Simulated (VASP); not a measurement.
Input of a VASP 6.6.1 run:

Contents of INCAR:

```
SYSTEM = Si2W
PREC = Accurate
ENCUT = 300
EDIFF = 1E-7
ISMEAR = 1
SIGMA = 0.1
LREAL = .FALSE.
LASPH = .TRUE.
NELM = 80
ALGO = Normal
ISIF = 3
LWAVE = .FALSE.
LCHARG = .FALSE.
GGA = PE
IBRION = 2
NSW = 90
EDIFFG = -0.005
```

File KPOINTS:

```
regular mesh
0
G
  8 8 8
  0 0 0
```

Contents of POSCAR:

```
Si2W                                    
1.0
   -1.6126580946      1.6126580946      3.9245539923
    1.6126580946     -1.6126580946      3.9245539923
    1.6126580946      1.6126580946     -3.9245539923
  Si              W             
     2     1
Direct
     0.3348241871356178    0.3348241871356178    0.0000000000000000
     0.6651758128643822    0.6651758128643822    0.0000000000000000
     0.0000000000000000    0.0000000000000000    0.0000000000000000
```

Potentials or basis: VASP PAW PBE potentials, release 64 (Si, W).

Command:

```bash
$ cat potpaw_PBE.64/Si/POTCAR potpaw_PBE.64/W/POTCAR > POTCAR
$ mpirun -np 1 vasp_std > vasp.out
```

Question: Predict the band gap on the k mesh.

Answer: None (metal or under the smearing width).

Question: What does it give for the relaxed volume?

Answer: 13.61 Å³/atom.

Final structure:
```
Si W
1.0
    -1.61231    1.61231    3.92530
     1.61231   -1.61231    3.92530
     1.61231    1.61231   -3.92530
Si W
2 1
Direct
  0.33483 0.33483 0.00000
  0.66517 0.66517 0.00000
  0.00000 0.00000 0.00000
```

Caveat: the cutoff is under 1.25 times the usual one of these potentials, so pressure, stress and relaxed cells hold a basis-set (Pulay) error. Spin-orbit coupling is left out, which matters for the levels of W.
